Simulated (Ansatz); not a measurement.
Effect of uniaxial strain ε_yy = −3.73 % on NaBr

Take NaBr in the rock salt structure (space group Fm-3m, No. 225; a = 6.036 Å) as the base. Axes: x, y, z lie along the cube axes.

Now apply this change: uniaxial strain ε_yy = −3.73 %, all other strain components held at zero, atoms relaxed at fixed cell.

The values are results of PBE in Ansatz (plane waves to 420 eV, PAW, no spin-orbit coupling), not measurements. Settings: 10×10×10 k-points, 0.05 eV Fermi–Dirac smearing.

```csv
quantity,base,changed,shift
volume per atom,27.49 Å³,26.46 Å³,-1.03 Å³
space group,Fm-3m (No. 225),I4/mmm (No. 139),–
shortest interatomic distance,3.018 Å,2.905 Å,-0.113 Å
energy relative to the base (free energy F),0 meV/atom,+5.4 meV/atom,+5.4 meV/atom
"pressure (mean of the normal stresses, compression positive)",0.0 kbar,8.8 kbar,+8.8 kbar
band gap,4.07 eV,4.16 eV,+0.098 eV
gap character,direct at Γ,direct at Γ,–
electron mass,0.32 mₑ (at Γ),0.32 mₑ (at Γ),–
"valence-band top at Γ (three highest levels, from the VBM)","0.00, 0.00, 0.00 eV","0.00, 0.00, -0.04 eV",–
"stress (xx, yy, zz, yz, xz, xy; compression positive)",–,"(0.40, 1.85, 0.40, 0.00, 0.00, 0.00) GPa",–
```

Final structure:

```xyz
2
Lattice="0.0000 2.9054 3.0180 3.0180 0.0000 3.0180 3.0180 2.9054 0.0000" Properties=species:S:1:pos:R:3 pbc="T T T"
Br     0.0000     0.0000     0.0000
Na     3.0180     2.9054     3.0180
```

Masses are band curvatures over ±0.01 Å⁻¹ around the edge. Whether these cells are dynamically stable was not tested. k-point labels follow each cell's own Brillouin zone.

Ansatz is a quantum-chemistry and plane-wave program.
